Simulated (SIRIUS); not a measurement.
# Al (Fm-3m) in SIRIUS: equation of state

How stiff is Al in PBE, and what volume does it want? The cell is scaled to several volumes.

Program: SIRIUS 7.10.0. These are calculated values, not measurements. Logs are shortened: lines on timing, memory, paths and dates and some standing lists are left out, and cuts for length are marked. The log counts tension as positive stress, the text compression.

**Experimental background.**

From “The interpretation of polycrystalline coherent inelastic neutron scattering from aluminium”, 2013, pmc:3831299, for a bulk crystal of Al: bulk modulus 76.9 GPa.

The results are compared with them further down.

### 1 The structure

It takes space group Fm-3m (No. 225, cubic). Conventional cell: a = 4.050 Å, b = 4.050 Å, c = 4.050 Å, α = 90.00°, β = 90.00°, γ = 90.00°. Al (site symmetry m-3m) has 12 Al at 2.86 Å as nearest neighbours.

### 2 Single point, PBE, 15.61 Å³/atom (volume scaled by 0.94)

File sirius.json:

```json
{
  "control": {
    "processing_unit": "cpu",
    "verbosity": 2,
    "num_bands_to_print": 7,
    "print_forces": true,
    "print_stress": true
  },
  "parameters": {
    "electronic_structure_method": "pseudopotential",
    "xc_functionals": ["XC_GGA_X_PBE", "XC_GGA_C_PBE"],
    "gk_cutoff": 6.4,
    "pw_cutoff": 12.8,
    "ngridk": [11, 11, 11],
    "shiftk": [0, 0, 0],
    "smearing": "fermi_dirac",
    "smearing_width": 0.0018374661,
    "num_bands": 7,
    "num_mag_dims": 0,
    "num_dft_iter": 100,
    "energy_tol": 1e-08,
    "density_tol": 1e-06
  },
  "iterative_solver": {
    "type": "davidson",
    "min_tolerance": 1e-10
  },
  "mixer": {
    "type": "anderson",
    "beta": 0.7,
    "max_history": 8
  },
  "settings": {
    "tol_ne": 1e-10
  },
  "unit_cell": {
    "lattice_vectors": [
      [0.0, 3.748216684379, 3.748216684379],
      [3.748216684379, 0.0, 3.748216684379],
      [3.748216684379, 3.748216684379, 0.0]
    ],
    "atom_coordinate_units": "lattice",
    "atom_types": ["Al"],
    "atom_files": {
      "Al": "Al.json"
    },
    "atoms": {
      "Al": [
        [0.0, 0.0, 0.0]
      ]
    }
  }
}
```

Potentials or basis: PseudoDojo 0.4.1 PBE standard (scalar relativistic).

Command:

```bash
$ upf_to_json Al.upf
$ OMP_NUM_THREADS=1 sirius.scf --input=sirius.json --output=out.json --task=0
```

Log:

```text
[info] SIRIUS version : 7.10.0
[info] number of MPI ranks           : 1
[info] MPI grid                      : 1 1
[info] maximum number of OMP threads : 1
[fft] FFT context for density and potential
[fft] =====================================
[fft]   comm size                             : 1
[fft]   plane wave cutoff                     : 12.8
[fft]   grid size                             : 24 24 24   total : 13824
[fft]   grid limits                           : -11 12   -11 12   -11 12
[fft]   number of G-vectors within the cutoff : 1860
[fft]   local number of G-vectors             : 1860
[fft]   number of G-shells                    : 129
[fft] FFT context for coarse grid
[fft] =====================================
[fft]   comm size                             : 1
[fft]   plane wave cutoff                     : 12.8
[fft]   grid size                             : 24 24 24   total : 13824
[fft]   grid limits                           : -11 12   -11 12   -11 12
[fft]   number of G-vectors within the cutoff : 1860
[fft]   local number of G-vectors             : 1860
[fft]   number of G-shells                    : 129
[unit cell] lattice vectors
[unit cell]   a1 :       0.0000000000      3.7482166844      3.7482166844
[unit cell]   a2 :       3.7482166844      0.0000000000      3.7482166844
[unit cell]   a3 :       3.7482166844      3.7482166844      0.0000000000
[unit cell] reciprocal lattice vectors
[unit cell]   b1 :      -0.8381566270      0.8381566270      0.8381566270
[unit cell]   b2 :       0.8381566270     -0.8381566270      0.8381566270
[unit cell]   b3 :       0.8381566270      0.8381566270     -0.8381566270
[unit cell] unit cell volume :       105.31835429 [a.u.^3]
[unit cell] 1/sqrt(omega)    :         0.09744240
[unit cell] MT volume        :         0.00000000 ( 0.00%)
[unit cell] IT volume        :       105.31835429 (100.00%)
[unit cell] number of atom types : 1
[unit cell] type id : 0 symbol : Al mt_radius :  18.750000 num_atoms : 1
[unit cell] total number of atoms : 1
[unit cell] number of symmetry classes : 1
[unit cell] number of PAW atoms : 0
[unit cell] atom id  type id  class id             position                      vector_field
[unit cell] ------------------------------------------------------------------------------------------
[unit cell]      0        0        0      0.00000   0.00000   0.00000      0.00000   0.00000   0.00000
[unit cell] atom id         position (Cartesian, a.u.)
[unit cell] ---------------------------------------------
[unit cell]      0       0.000000    0.000000    0.000000
[unit cell] class id : 0 atom id : 0
[unit cell] minimum bond length:     5.300779
[unit cell] total number of pseudo wave-functions: 4
[sym] space group number   : 225
[sym] international symbol : Fm-3m
[sym] Hall symbol          : -F 4 2 3
[sym] space group transformation matrix :
[sym]   0.0000  0.5000  0.5000
[sym]   0.5000  0.0000  0.5000
[sym]   0.5000  0.5000  0.0000
[sym] space group origin shift :
[sym]   0.0000  0.0000  0.0000
[sym] number of space group operations  : 48
[sym] number of magnetic group operations : 48
[sym] metric tensor error: 0.0000e+00
[sym] rotation matrix error: 1.8973e-17
[sym] symmetry operations
[... list of symmetry operations ...]
[atom type] label          : Al
[atom type] --------------------------------------------------------------------------------
[atom type] symbol         : Al
[atom type] name           :
[atom type] zn             : 3
[atom type] mass           : 0
[atom type] mt_radius      : 18.75
[atom type] num_mt_points  : 1876
[atom type] grid_origin    : 0
[atom type] grid_name      : external
[atom type] number of core electrons    : 0
[atom type] number of valence electrons : 3
[atom type] total number of radial functions : 6
[atom type] lmax of radial functions         : 2
[atom type] max. number of radial functions  : 2
[atom type] total number of basis functions  : 18
[atom type] number of aw basis functions     : 18
[atom type] number of lo basis functions     : 0
[atom type] lmax_apw                         : -1
[atom type] lmax of beta-projectors          : 2
[atom type] number of ps wavefunctions       : 2
[atom type] charge augmentation              : false
[atom type] vloc is set                      : true
[atom type] ps_rho_core is set               : true
[atom type] ps_rho_total is set              : true
[atom type] Hubbard correction               : false
[atom type] spin-orbit coupling              : false
[atom type] atomic wave-functions            : {l: 0}, {l: 1}
[info] total nuclear charge               : 3
[info]   number of core electrons         : 0
[info]   number of valence electrons      : 3
[info]   total number of electrons        : 3
[... 127 lines left out ...]
[find] band gap (eV)                  :       0.00000000
[find] Efermi                         :       0.31309347
[find] iteration : 1, RMS : 9.005213706376e-04, energy difference : -8.929600679624e-04
[find] Hartree energy of density residual : 4.895674720527e-07
[find] | SCF iteration   2 out of 100|
[diagonalize] iterative solver tolerance (occupied, empty): 9.00521e-05 9.00521e-05
[diagonalize] average number of iterations: 2.625
[... levels, occupations and energy terms ...]
[find] Total energy                   :      -2.31735768 (Ha),      -4.63471536 (Ry)
[find] Free energy (E-TS)             :      -2.31750170 (Ha),      -4.63500341 (Ry)
[find] band gap (eV)                  :       0.00000000
[find] Efermi                         :       0.31292755
[find] iteration : 2, RMS : 3.931263353019e-05, energy difference : -4.233625816363e-05
[find] Hartree energy of density residual : 4.579518213696e-08
[find] | SCF iteration   3 out of 100|
[diagonalize] iterative solver tolerance (occupied, empty): 3.93126e-06 3.93126e-06
[diagonalize] average number of iterations: 6.25
[find] Total energy                   :      -2.31736247 (Ha),      -4.63472495 (Ry)
[find] Free energy (E-TS)             :      -2.31750644 (Ha),      -4.63501288 (Ry)
[find] band gap (eV)                  :       0.00000000
[find] Efermi                         :       0.31293479
[find] iteration : 3, RMS : 1.548755196422e-05, energy difference : -4.796754402570e-06
[find] Hartree energy of density residual : 2.740504840691e-09
[find] | SCF iteration   4 out of 100|
[diagonalize] iterative solver tolerance (occupied, empty): 1.54876e-06 1.54876e-06
[... 65 lines left out ...]
[find] Free energy (E-TS)             :      -2.31750703 (Ha),      -4.63501405 (Ry)
[find] band gap (eV)                  :       0.00000000
[find] Efermi                         :       0.31294051
[find] iteration : 11, RMS : 3.030154803076e-09, energy difference : -1.749977940335e-11
[find] Hartree energy of density residual : 2.107688507657e-14
[find] | SCF iteration  12 out of 100|
[diagonalize] iterative solver tolerance (occupied, empty): 3.03015e-10 3.03015e-10
[diagonalize] average number of iterations: 2.75
[find] Total energy                   :      -2.31736309 (Ha),      -4.63472619 (Ry)
[find] Free energy (E-TS)             :      -2.31750703 (Ha),      -4.63501405 (Ry)
[find] band gap (eV)                  :       0.00000000
[find] Efermi                         :       0.31294052
[find] iteration : 12, RMS : 6.575772455272e-09, energy difference : -1.567812546455e-11
[find] Hartree energy of density residual : 3.172115699610e-16
[find] bands are converged : true
[find] iterative solver converged : false
[find] +------------------------------+
[find] | SCF iteration  13 out of 100|
[find] +------------------------------+
[diagonalize] iterative solver tolerance (occupied, empty): 1.51508e-10 1.51508e-10
[diagonalize] average number of iterations: 1.67857
[diagonalize] Lowest band energies
[diagonalize] ik:    0   -0.110664    0.788144    0.788144    0.858027    0.858027    0.858027    0.933784
[diagonalize] ik:    1   -0.102104    0.680591    0.767143    0.767143    0.877827    0.892237    0.892237
[diagonalize] ik:    2   -0.076512    0.542293    0.740936    0.740936    0.867332    0.920802    0.920802
[diagonalize] ik:    3   -0.034146    0.412072    0.725987    0.725987    0.858436    0.859445    0.859445
[diagonalize] ik:    4    0.024573    0.294002    0.724402    0.724402    0.805233    0.805233    0.860464
[diagonalize] ...
[diagonalize] ik:   51    0.226421    0.279196    0.337416    0.468437    0.690744    0.828214    1.135059
[diagonalize] ik:   52    0.112449    0.351766    0.409713    0.479185    0.813087    0.879677    0.935200
[diagonalize] ik:   53    0.184712    0.271419    0.397013    0.439404    0.851357    0.885063    0.976222
[diagonalize] ik:   54    0.206732    0.330814    0.333166    0.401481    0.793155    0.866210    1.014460
[diagonalize] ik:   55    0.258630    0.268122    0.324563    0.400712    0.842812    0.954557    0.958019
[find] Charges and magnetic moments
[find] --------------------------------------------------------------------------------
[find] total charge          : 3.000000
[find] Energy
[find] --------------------------------------------------------------------------------
[find] valence_eval_sum               :       0.43339016
[find] <rho|V^{XC}>                   :      -1.10361970
[find] <rho|E^{XC}>                   :      -1.09818105
[find] <mag|B^{XC}>                   :       0.00000000
[find] <rho|V^{H}>                    :       0.00793165
[find] one-electron contribution      :       1.52907820 (Ha),       3.05815640 (Ry)
[find] hartree contribution           :       0.00396583
[find] xc contribution                :      -1.09818105
[find] ewald contribution             :      -2.75222607
[find] PAW contribution               :       0.00000000
[find] smearing (-TS)                 :      -0.00014393
[find] SCF correction                 :       0.00000000
[find] Total energy                   :      -2.31736309 (Ha),      -4.63472619 (Ry)
[find] Free energy (E-TS)             :      -2.31750703 (Ha),      -4.63501405 (Ry)
[find] band gap (eV)                  :       0.00000000
[find] Efermi                         :       0.31294051
[find] iteration : 13, RMS : 6.359260742390e-10, energy difference : 5.545341963398e-12
[find] Hartree energy of density residual : 2.386434185766e-17
[find] bands are converged : true
[find] iterative solver converged : true
[find] converged after 14 SCF iterations!
[find] Charges and magnetic moments
[find] --------------------------------------------------------------------------------
[find] total charge          : 3.000000
[find] Energy
[find] --------------------------------------------------------------------------------
[find] valence_eval_sum               :       0.43339016
[find] <rho|V^{XC}>                   :      -1.10361970
[find] <rho|E^{XC}>                   :      -1.09818105
[find] <mag|B^{XC}>                   :       0.00000000
[find] <rho|V^{H}>                    :       0.00793165
[find] one-electron contribution      :       1.52907820 (Ha),       3.05815640 (Ry)
[find] hartree contribution           :       0.00396583
[find] xc contribution                :      -1.09818105
[find] ewald contribution             :      -2.75222607
[find] PAW contribution               :       0.00000000
[find] smearing (-TS)                 :      -0.00014393
[find] SCF correction                 :       0.00000000
[find] Total energy                   :      -2.31736309 (Ha),      -4.63472619 (Ry)
[find] Free energy (E-TS)             :      -2.31750703 (Ha),      -4.63501405 (Ry)
[find] band gap (eV)                  :       0.00000000
[find] Efermi                         :       0.31294051
[ground_state] === stress tensor components [kbar] ===
[ground_state] === stress_kin ===
[ground_state] -1647.878322    0.000000    0.000000
[ground_state]     0.000000-1647.878322    0.000000
[ground_state]     0.000000    0.000000-1647.878322
[ground_state] === stress_har ===
[ground_state]    -3.692887   -0.000000   -0.000000
[ground_state]    -0.000000   -3.692887    0.000000
[ground_state]    -0.000000    0.000000   -3.692887
[ground_state] === stress_ewald ===
[ground_state]  2562.809887    0.000000    0.000000
[ground_state]     0.000000 2562.809887   -0.000000
[ground_state]     0.000000   -0.000000 2562.809887
[ground_state] === stress_vloc ===
[ground_state]  -324.307175   -0.000000    0.000000
[ground_state]    -0.000000 -324.307175    0.000000
[ground_state]     0.000000    0.000000 -324.307175
[ground_state] === stress_xc ===
[ground_state]    18.438197    0.000000   -0.000000
[ground_state]     0.000000   18.438197   -0.000000
[ground_state]    -0.000000   -0.000000   18.438197
[ground_state] === stress_core ===
[ground_state]   825.747599    0.000000    0.000000
[ground_state]     0.000000  825.747599   -0.000000
[ground_state]     0.000000   -0.000000  825.747599
[ground_state] === stress_nonloc ===
[ground_state] -1478.969506   -0.000000    0.000000
[ground_state]    -0.000000-1478.969506    0.000000
[ground_state]     0.000000    0.000000-1478.969506
[ground_state] === stress_us_nl ===
[ground_state] -1478.969506   -0.000000    0.000000
[ground_state]    -0.000000-1478.969506    0.000000
[ground_state]     0.000000    0.000000-1478.969506
[ground_state] === stress_total ===
[ground_state]   -47.852207    0.000000    0.000000
[ground_state]     0.000000  -47.852207   -0.000000
[ground_state]     0.000000   -0.000000  -47.852207
[ground_state] ==== total Forces in Ha/bohr =====
[ground_state] atom:    0, force:       0.0000000      0.0000000      0.0000000
[ground_state] ==== ultrasoft contribution from Qij =====
[ground_state] atom:    0, force:       0.0000000      0.0000000      0.0000000
[ground_state] ==== non-local contribution from Beta-projector =====
[ground_state] atom:    0, force:       0.0000000      0.0000000      0.0000000
[ground_state] ==== contribution from local potential =====
[ground_state] atom:    0, force:       0.0000000      0.0000000      0.0000000
[ground_state] ==== contribution from core density =====
[ground_state] atom:    0, force:       0.0000000      0.0000000      0.0000000
[ground_state] ==== Ewald forces from ions =====
[ground_state] atom:    0, force:       0.0000000      0.0000000      0.0000000
[~DFT_ground_state] local op. applied: 14053
[~DFT_ground_state] evp. work count: 8996.88
[~DFT_ground_state] number of iterative solver steps: 2381
```

It took 5 s on 1 thread of Arm Neoverse V2, shared host; peak memory 0.18 GiB.

What came out:

| Property | Result |
| --- | --- |
| Free energy | -63.0626 eV |
| Pressure | 4.8 GPa |
| Band gap on the k mesh | none (metal or under the smearing width) |

### 3 Single point, PBE, 15.94 Å³/atom (volume scaled by 0.96)

Edit sirius.json of step 2 so:

```diff
@@ -37,5 +37,5 @@
     "lattice_vectors": [
-      [0.0, 3.748216684379, 3.748216684379],
-      [3.748216684379, 0.0, 3.748216684379],
-      [3.748216684379, 3.748216684379, 0.0]
+      [0.0, 3.774613446206, 3.774613446206],
+      [3.774613446206, 0.0, 3.774613446206],
+      [3.774613446206, 3.774613446206, 0.0]
     ],
```

Potentials or basis: PseudoDojo 0.4.1 PBE standard (scalar relativistic).

Command:

```bash
$ upf_to_json Al.upf
$ OMP_NUM_THREADS=1 sirius.scf --input=sirius.json --output=out.json --task=0
```

Run time: 4.9 s. Hardware: 1 thread of Arm Neoverse V2, shared host; peak memory 0.18 GiB.

The run converged. Its results:

- Free energy: -63.0704 eV
- Pressure: 2.8 GPa
- Band gap on the k mesh: none (metal or under the smearing width)

[end of part 1 of 2]
